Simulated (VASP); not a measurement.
# HfH3 (P4mm) in VASP: notebook

The runs below take HfH3 through single point, with PBEsol+D3(BJ).

Everything below comes from runs of VASP 6.6.1. Logs are shortened: lines on timing, memory, paths and dates and some standing lists are left out, and cuts for length are marked.

## 1. Starting point

It takes space group P4mm (No. 99, tetragonal). Conventional cell: a = 3.085 Å, b = 3.085 Å, c = 3.085 Å, α = 90.00°, β = 90.00°, γ = 90.00°. Hf (site symmetry 4mm) has 12 H at 2.16 to 2.20 Å as nearest neighbours. H (site symmetry 2mm) has 4 Hf at 2.16 to 2.20 Å and 8 H at 2.18 Å as nearest neighbours. Around H (site symmetry 4mm) lie 8 H at 2.18 Å and 4 Hf at 2.18 Å.

The cell comes from a database or a generator and needn't be the stable form of this composition.

## 2. Single point, PBEsol+D3(BJ)

INCAR

```
ALGO = Fast ; EDIFF = 1E-6
ENCUT = 520 ; GGA = PS
ISIF = 2 ; ISMEAR = -1
IVDW = 12 ; LASPH = True
LCHARG = False ; LREAL = False
LWAVE = False ; NBANDS = 14
NELM = 100 ; PREC = Accurate
SIGMA = 0.05
```

KPOINTS

```
k-points
0
Gamma
  5 5 5
```

POSCAR

```
HfH3
1.0
    3.0845540000      0.0000000000      0.0000000000
    0.0000000000      3.0845540000      0.0000000000
    0.0000000000      0.0000000000      3.0845540000
Hf H
1 3
Direct
    0.0000000000      0.0000000000      0.0100000000
    0.0000000000      0.5000000000      0.5000000000
    0.5000000000      0.0000000000      0.5000000000
    0.5000000000      0.5000000000      0.0000000000
```

Potentials or basis: VASP PAW PBE potentials, release 64 (Hf_pv, H).

Launch:

```console
cat potpaw_PBE.64/Hf_pv/POTCAR potpaw_PBE.64/H/POTCAR > POTCAR
mpirun -np 1 vasp_std > vasp.out
```

OUTCAR:

```text
EDIFF = 1E-6
   ENCUT = 520
   GGA = PS
   ISIF = 2
   ISMEAR = -1
   IVDW = 12
   LASPH = True
   LREAL = False
   NELM = 100
   PREC = Accurate
 IVDW          = 12

 ion  position               nearest neighbor table
   1  0.000  0.000  0.010-   2 2.16   3 2.16   2 2.16   3 2.16   4 2.18   4 2.18   4 2.18   4 2.18
                             2 2.20   3 2.20   3 2.20   2 2.20
   2  0.000  0.500  0.500-   1 2.16   1 2.16   1 2.20   1 2.20
   3  0.500  0.000  0.500-   1 2.16   1 2.16   1 2.20   1 2.20
   4  0.500  0.500  0.000-   1 2.18   1 2.18   1 2.18   1 2.18

  LATTYP: Found a simple cubic cell.
 ALAT       =     3.0845540000

  Lattice vectors:

 A1 = (   3.0845540000,   0.0000000000,   0.0000000000)
 A2 = (   0.0000000000,   3.0845540000,   0.0000000000)
 A3 = (   0.0000000000,   0.0000000000,   3.0845540000)

Analysis of symmetry for initial positions (statically):
=====================================================================
 Subroutine PRICEL returns:
 Original cell was already a primitive cell.

 Routine SETGRP: Setting up the symmetry group for a
 simple cubic supercell.

 Subroutine GETGRP returns: Found  8 space group operations
 (whereof  8 operations were pure point group operations)
 out of a pool of 48 trial point group operations.

The static configuration has the point symmetry C_4v.

Analysis of symmetry for dynamics (positions and initial velocities):
=====================================================================
 Subroutine PRICEL returns:
 Original cell was already a primitive cell.

 Routine SETGRP: Setting up the symmetry group for a
 simple cubic supercell.

 Subroutine GETGRP returns: Found  8 space group operations
 (whereof  8 operations were pure point group operations)
 out of a pool of 48 trial point group operations.

The dynamic configuration has the point symmetry C_4v.

 Subroutine INISYM returns: Found  8 space group operations
 (whereof  8 operations are pure point group operations),
 and found     1 'primitive' translations

----------------------------------------------------------------------------------------

                                     Primitive cell

  volume of cell :      29.3479

  direct lattice vectors                    reciprocal lattice vectors
     3.084554000  0.000000000  0.000000000     0.324195978  0.000000000  0.000000000
     0.000000000  3.084554000  0.000000000     0.000000000  0.324195978  0.000000000
     0.000000000  0.000000000  3.084554000     0.000000000  0.000000000  0.324195978

  length of vectors
     3.084554000  3.084554000  3.084554000     0.324195978  0.324195978  0.324195978

  position of ions in fractional coordinates (direct lattice)
     0.000000000  0.000000000  0.010000000
     0.000000000  0.500000000  0.500000000
     0.500000000  0.000000000  0.500000000
     0.500000000  0.500000000  0.000000000

  ion indices of the primitive-cell ions
   primitive index   ion index
                 1           1
                 2           2
                 3           3
                 4           4

----------------------------------------------------------------------------------------

 KPOINTS: k-points

Automatic generation of k-mesh.
 Grid dimensions read from file:
 generate k-points for:    5    5    5

 Generating k-lattice:

  Cartesian coordinates                     Fractional coordinates (reciprocal lattice)
     0.064839196  0.000000000  0.000000000     0.200000000  0.000000000  0.000000000
     0.000000000  0.064839196  0.000000000     0.000000000  0.200000000  0.000000000
     0.000000000  0.000000000  0.064839196     0.000000000  0.000000000  0.200000000

  Length of vectors
     0.064839196  0.064839196  0.064839196

  Shift w.r.t. Gamma in fractional coordinates (k-lattice)
     0.000000000  0.000000000  0.000000000

 Subroutine IBZKPT returns following result:
 ===========================================

 Found     18 irreducible k-points:

 Following reciprocal coordinates:
            Coordinates               Weight
  0.000000  0.000000  0.000000      1.000000
  0.200000  0.000000  0.000000      4.000000
  0.000000  0.000000  0.200000      2.000000
  0.400000  0.000000  0.000000      4.000000
  0.000000  0.000000  0.400000      2.000000
  0.200000  0.200000  0.000000      4.000000
[... 10 lines left out ...]
  0.200000  0.400000  0.400000     16.000000
  0.400000  0.400000  0.400000      8.000000
   k-points           NKPTS =     18   k-points in BZ     NKDIM =     18   number of bands    NBANDS=     14
   number of dos      NEDOS =    301   number of ions     NIONS =      4
   total plane-waves  NPLWV =  13824
   dimension x,y,z NGX =    24 NGY =   24 NGZ =   24
   dimension x,y,z NGXF=    48 NGYF=   48 NGZF=   48
   ions per type =               1   3
   NGX,Y,Z   is equivalent  to a cutoff of  12.94, 12.94, 12.94 a.u.
   NGXF,Y,Z  is equivalent  to a cutoff of  25.87, 25.87, 25.87 a.u.
 SYSTEM =  unknown system
   PREC   = accura    normal or accurate (medium, high low for compatibility)
   ISTART =      0    job   : 0-new  1-cont  2-samecut
   ICHARG =      2    charge: 1-file 2-atom 10-const
   ISPIN  =      1    spin polarized calculation?
   LNONCOLLINEAR =      F non collinear calculations
   LSORBIT =      F    spin-orbit coupling
   LASPH  =      T    aspherical Exc in radial PAW
   ENCUT  =  520.0 eV  38.22 Ry    6.18 a.u.   5.74  5.74  5.74*2*pi/ulx,y,z
   NELM   =    100;   NELMIN=  2; NELMDL= -5     # of ELM steps
   EDIFF  = 0.1E-05   stopping-criterion for ELM
   LREAL  =      F    real-space projection
   EDIFFG = 0.1E-04   stopping-criterion for IOM
   NSW    =      0    number of steps for IOM
   IBRION =     -1    ionic relax: 0-MD 1-quasi-New 2-CG
   NFREE  =      0    steps in history (QN), initial steepest desc. (CG)
   ISIF   =      2    stress and relaxation
   ISYM   =      2    0-nonsym 1-usesym 2-fastsym
   POTIM  = 0.5000    time-step for ionic-motion
   TEBEG  =    0.0;   TEEND  =   0.0 temperature during run
   PSTRESS=    0.0 pullay stress
   NELECT =      13.0000    total number of electrons
   NUPDOWN=      -1.0000    fix difference up-down
   EMIN   =  10.00;   EMAX   =-10.00  energy-range for DOS
   EFERMI =   0.00;   METHOD = LEGACY
   ISMEAR =    -1;   SIGMA  =   0.05  broadening in eV -4-tet -1-fermi 0-gaus
   EFERMI_NEDOS =   21; number of points for ismear=-14 and -15
   IALGO  =     68    algorithm
   IMIX   =      4    mixing-type and parameters
     AMIX     =   0.40;   BMIX     =  1.00
     AMIX_MAG =   1.60;   BMIX_MAG =  1.00
  volume/ion in A,a.u.               =       7.34        49.51
  Fermi-wavevector in a.u.,A,eV,Ry     =   1.247949  2.358282 21.189403  1.557377
  Thomas-Fermi vector in A             =   2.382058
   LORBIT       =      0    0 simple, 1 ext, 2 COOP (PROOUT), +10 PAW based schemes
   GGA     = PS    functional components
   LHFCALC =     F    Hartree Fock is set to
   AEXX    =    0.0000 exact exchange contribution
   IVDW    =    12    specifies the selected vdW correction
   LEPSILON=     F    determine dielectric tensor
   LRPA    =     F    only Hartree local field effects (RPA)
 non-spin polarized calculation
 RMM-DIIS sequential band-by-band and
  energy-cutoff  :      520.00
  volume of cell :       29.35
 maximum number of plane-waves:       800
 NGX is ok and might be reduce to    24
   NGX = 11   NGY = 11   NGZ = 11

 number of electron      13.0000005 magnetization

 Free energy of the ion-electron system (eV)
  ---------------------------------------------------
  ext. energy  EPLUGINS =         0.00000000
  ---------------------------------------------------
  free energy    TOTEN  =       -21.57921848 eV

  energy without entropy =      -21.57066670  energy(sigma->0) =      -21.57494259

 E-fermi :   4.6750     XC(G=0): -11.4807

 val. band max:        4.4652926544   @ k =   0.4000   0.4000   0.2000
 cond. band min:       4.7747240647   @ k =   0.2000   0.2000   0.4000
 fundamental gap:      0.3094314103
 Fermi energy:         4.6749660343

 k-point     1 :       0.0000    0.0000    0.0000
  band No.  band energies     occupation
      1     -26.0302      2.00000
      2     -26.0302      2.00000
      3     -26.0301      2.00000
      4      -6.6801      2.00000
      5       0.4064      2.00000
      6       0.4137      2.00000
      7       9.3019      0.00000
      8       9.3019      0.00000
      9       9.3032      0.00000
     10      11.1374      0.00000
     11      11.1992      0.00000
     12      12.8788      0.00000
     13      12.8788      0.00000
     14      12.9342      0.00000

 k-point     2 :       0.2000    0.0000    0.0000
  band No.  band energies     occupation
      1     -26.2560      2.00000
      2     -26.0113      2.00000
      3     -26.0112      2.00000
      4      -5.8746      2.00000
      5       0.2850      2.00000
      6       0.9840      2.00000
      7       7.6382      0.00000
      8       7.6592      0.00000
      9       9.1077      0.00000
     10       9.4146      0.00000
     11       9.7283      0.00000
     12      13.1835      0.00000
     13      14.8437      0.00000
     14      14.8581      0.00000
[... 241 lines left out ...]
      1     -26.4898      2.00000
      2     -26.4806      2.00000
      3     -26.1296      2.00000
      4      -2.2232      2.00000
      5      -0.2352      2.00000
      6       0.0641      2.00000
      7       4.4641      1.97096
      8       7.2345      0.00000
      9       7.4564      0.00000
     10      11.3799      0.00000
     11      12.1307      0.00000
     12      12.7418      0.00000
     13      13.8221      0.00000
     14      16.6139      0.00000

 k-point    18 :       0.4000    0.4000    0.4000
  band No.  band energies     occupation
      1     -26.4431      2.00000
      2     -26.4310      2.00000
      3     -26.4307      2.00000
      4      -1.6977      2.00000
      5      -0.9721      2.00000
      6      -0.9710      2.00000
      7       7.7723      0.00000
      8       8.1963      0.00000
      9       8.2018      0.00000
     10       9.4501      0.00000
     11      13.0453      0.00000
     12      13.0494      0.00000
     13      14.9261      0.00000
     14      14.9816      0.00000

------------------------ aborting loop because EDIFF is reached ----------------------------------------

 Edisp (eV)   -0.70417

 E8    (eV) :    -0.4650

  FORCE on cell =-STRESS in cart. coord.  units (eV):
  Direction    XX          YY          ZZ          XY          YZ          ZX
  --------------------------------------------------------------------------------------
  -------------------------------------------------------------------------------------
  Total      -1.29027    -1.29027    -1.27652     0.00000    -0.00000    -0.00000
  in kB     -70.43924   -70.43924   -69.68834     0.00000    -0.00000    -0.00000
  external pressure =      -70.19 kB  Pullay stress =        0.00 kB

 VOLUME and BASIS-vectors are now :
 -----------------------------------------------------------------------------
  energy-cutoff  :      520.00
  volume of cell :       29.35
      direct lattice vectors                 reciprocal lattice vectors
     3.084554000  0.000000000  0.000000000     0.324195978  0.000000000  0.000000000
     0.000000000  3.084554000  0.000000000     0.000000000  0.324195978  0.000000000
     0.000000000  0.000000000  3.084554000     0.000000000  0.000000000  0.324195978

 POSITION                                       TOTAL-FORCE (eV/Angst)
 -----------------------------------------------------------------------------------
      0.00000      0.00000      0.03085         0.000000     -0.000000     -0.172873
      0.00000      1.54228      1.54228        -0.000000      0.000000      0.061657
      1.54228      0.00000      1.54228        -0.000000      0.000000      0.061657
      1.54228      1.54228      0.00000        -0.000000     -0.000000      0.049559
 -----------------------------------------------------------------------------------
    total drift:                                0.000000      0.000000     -0.000011

  FREE ENERGIE OF THE ION-ELECTRON SYSTEM (eV)
  ---------------------------------------------------
  free  energy   TOTEN  =       -22.2833893539 eV

  energy  without entropy=      -22.2748375770  energy(sigma->0) =      -22.27911347
```

It took 3.9 s on 1 thread of Intel Xeon 6975P-C (Granite Rapids), shared host; peak memory 0.14 GiB.

What came out:

```yaml
Free_energy: -22.2834 eV
Pressure: -7.0 GPa
Largest_force: 0.173 eV/Å
Band_gap_on_the_k_mesh: none (metal or under the smearing width)
Dispersion_energy_per_atom: -0.176 eV
```

Forces on the atoms (eV/Å):
```
Hf   0.000  0.000 -0.173
H    0.000  0.000  0.062
H    0.000  0.000  0.062
H    0.000  0.000  0.050
```

Caveat: the k mesh is coarse (spacing up to 0.41 Å⁻¹), so the values aren't converged; the PAW data sets were made with another functional, which shifts forces and pressure a little; pairwise dispersion overbinds metals, which lowers pressure and volume.

## 3. Single point, PBEsol+D3(BJ)

INCAR

```
SYSTEM = HfH3
PREC = Accurate
ENCUT = 520
EDIFF = 1E-6
ISMEAR = -1
SIGMA = 0.05
LREAL = .FALSE.
LASPH = .TRUE.
NELM = 100
ALGO = Normal
ISIF = 2
LWAVE = .FALSE.
LCHARG = .FALSE.
GGA = PS
IVDW = 12
NBANDS = 14
```

KPOINTS

```
regular mesh
0
G
  5 5 5
  0 0 0
```

POSCAR: that of step 2 with these lines changed.

```diff
@@ -8,3 +8,3 @@
 Direct
-    0.0000000000      0.0000000000      0.0100000000
+    0.0000000000      0.0000000000      0.0000000000
     0.0000000000      0.5000000000      0.5000000000
```

Potentials or basis: VASP PAW PBE potentials, release 64 (Hf_pv, H).

Launch:

```console
cat potpaw_PBE.64/Hf_pv/POTCAR potpaw_PBE.64/H/POTCAR > POTCAR
mpirun -np 1 vasp_std > vasp.out
```

Wall time 2.6 s (1 thread of Intel Xeon 6975P-C (Granite Rapids), shared host); peak memory 0.15 GiB.

It converged, with:

* Free energy: -22.2861 eV
* Pressure: -7.0 GPa
* Band gap on the k mesh: none (metal or under the smearing width)
* Dispersion energy per atom: -0.176 eV

Levels at points of the mesh, in eV from the Fermi level:
| k point | band 3 | band 4 | band 5 | band 6 | band 7 | band 8 | band 9 | band 10 |
| --- | --- | --- | --- | --- | --- | --- | --- | --- |
| (0.00, 0.00, 0.00) | -30.71 | -11.36 | -4.27 | -4.27 | 4.63 | 4.63 | 4.63 | 6.52 |

Caveat: the k mesh is coarse (spacing up to 0.41 Å⁻¹), so the values aren't converged; the PAW data sets were made with another functional, which shifts forces and pressure a little; pairwise dispersion overbinds metals, which lowers pressure and volume.
